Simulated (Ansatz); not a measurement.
Cell and atoms are relaxed with the symmetry kept. Start:

```cif
data_structure
_symmetry_space_group_name_H-M 'Im-3m'
_symmetry_Int_Tables_number 229
_cell_length_a 2.7881
_cell_length_b 2.7881
_cell_length_c 2.7881
_cell_angle_alpha 90.000
_cell_angle_beta 90.000
_cell_angle_gamma 90.000
_cell_volume 21.67
loop_
_atom_site_label
_atom_site_type_symbol
_atom_site_symmetry_multiplicity
_atom_site_Wyckoff_symbol
_atom_site_fract_x
_atom_site_fract_y
_atom_site_fract_z
_atom_site_occupancy
Mn1 Mn 2 a 0.00000 0.00000 0.00000 1
```

All numbers below come from DFT PBE, scalar-relativistic, plane waves, PAW (Ansatz 0.2.0).

Cutoff 420 eV; k points 20×20×20 on the computed 1-atom cell (Γ-centred); Gaussian smearing, width 0.10 eV; collinear spin from starting moments 0.55 μB.

**Question.** What does it relax to?

**Answer.** The volume rises by 0.10 Å³/atom to 10.94 Å³/atom, and the energy falls by 0.7 meV/atom. The cell ends with a moment of 0.85 μB (only this magnetic start was tried). Final structure:
Space group Im-3m (No. 229). a = 2.797 Å, b = 2.797 Å, c = 2.797 Å, α = 90.00°, β = 90.00°, γ = 90.00°
```
atom site symmetry x y z
  Mn    2a m-3m  0.0000  0.0000  0.0000
```

This bcc form isn't the element's structure at ambient conditions.

Cost: 1 run of about 0.36 core-minutes, on Arm Neoverse V2 (shared hosts).